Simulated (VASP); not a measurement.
Br: equation of state with PBEsol

Br:

```
Br
1.0
     3.36325   -2.32255    0.00000
     3.36325    2.32255    0.00000
     0.00000    0.00000    8.70230
Br
4
Direct
  0.36510 0.63490 0.39010
  0.13490 0.86510 0.89010
  0.63490 0.36510 0.60990
  0.86510 0.13490 0.10990
```

```yaml
Program: VASP 6.6.1
Task: equation of state
Functional: PBEsol
Potentials_or_basis: VASP PAW PBE potentials, release 64 (Br)
Cutoff: 520 eV
k_mesh: 7 × 7 × 3
Occupations: fermi-dirac, width 0.05 eV
Spin: no spin polarisation
```

```
Equilibrium volume                        : 34.19 Å³/atom
Bulk modulus at fixed shape and positions : 27 GPa
Pressure derivative of the bulk modulus   : 4.9
```

Energy against volume, from the lowest point:
```tsv
volume (Å³/atom)	energy (meV/atom)
31.949	13.98
32.629	6.46
33.308	1.91
33.988	0.00
34.668	0.44
35.348	2.98
36.028	7.38
```

All runs of the series together: 6.6 min on 1 thread of Intel(R) Xeon(R) 6975P-C (Granite Rapids), with other jobs on the host.

Caveat: the cell was scaled at fixed shape and fractional positions, which overstates the stiffness of a crystal with free parameters, most of all of layers and chains; the PAW data sets were made with another functional, which shifts forces and pressure a little.
